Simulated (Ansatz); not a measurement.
The system is O.

```
O
1.0
     2.85140   -1.66242    0.00000
     2.85140    1.66242    0.00000
    -2.39449    0.00000    3.64705
O
2
Direct
  0.97455 0.97455 0.84443
  0.02545 0.02545 0.15557
```

Base run:

```yaml
Program: Ansatz 0.2.0
Functional: r2SCAN
Potentials_or_basis: Ansatz PAW
Cutoff: "500 eV (not typed: the program's choice for these potentials)"
k_mesh: 10 × 10 × 7
Occupations: fermi-dirac, width 0.05 eV
Spin: no spin polarisation
```

Its results: band gap on the k mesh none (metal or under the smearing width); pressure -4.7 GPa; largest force 1.034 eV/Å.

Q: The run is repeated on the same cell with these changes: functional from r2SCAN to LDA; cutoff from 500 eV (not typed: the program's choice for these potentials) to 420 eV (not typed: the program's choice for these potentials). What comes out?

A: Band gap on the k mesh none (metal or under the smearing width); pressure -6.6 GPa; largest force 1.513 eV/Å.

Caveats: spin is off for a triplet molecule; the PAW data sets come from PBE, with cores solved anew for the run's functional, which leaves a small shift of forces and pressure; forces of over 1 eV/Å show positions far from the minimum, so gaps and moduli don't describe the material at rest.
